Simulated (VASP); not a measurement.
A run of VASP 6.6.1 is set up as follows.

The input INCAR:

```
SYSTEM = Al
PREC = Accurate ; ENCUT = 600
EDIFF = 1E-7 ; ISMEAR = 0
SIGMA = 0.1 ; LREAL = .False.
LASPH = .True. ; NELM = 100
ALGO = Normal ; ISIF = 3
LWAVE = .False. ; LCHARG = .False.
GGA = PS ; IBRION = 2
NSW = 90 ; EDIFFG = -0.005
```

Contents of KPOINTS:

```
Automatic mesh
0
Gamma
  18 18 10
  0 0 0
```

File POSCAR:

```
Al
1.0
    2.8633495100      0.0000000000      0.0000000000
   -1.4316747500      2.4797334100      0.0000000000
    0.0000000000      0.0000000000      4.6758497400
Al
2
Direct
    0.3333333300      0.6666666700      0.2500000000
    0.6666666700      0.3333333300      0.7500000000
```

Potentials or basis: VASP PAW PBE potentials, release 64 (Al).

Launch:

```sh
$ cat potpaw_PBE.64/Al/POTCAR > POTCAR
$ mpirun -np 1 vasp_std > vasp.out
```

(1) Predict the relaxed volume.

(2) What does it give for the relaxed cell?

(3) What does it give for the space group after relaxing (to 0.05 Å)?

## Answers

(1) 16.33 Å³/atom.

(2) a = 2.851 Å, b = 2.851 Å, c = 4.639 Å, α = 90.00°, β = 90.00°, γ = 120.00°.

(3) P6_3/mmc (No. 194).

Caveat: the PAW data sets were made with another functional, which shifts forces and pressure a little.
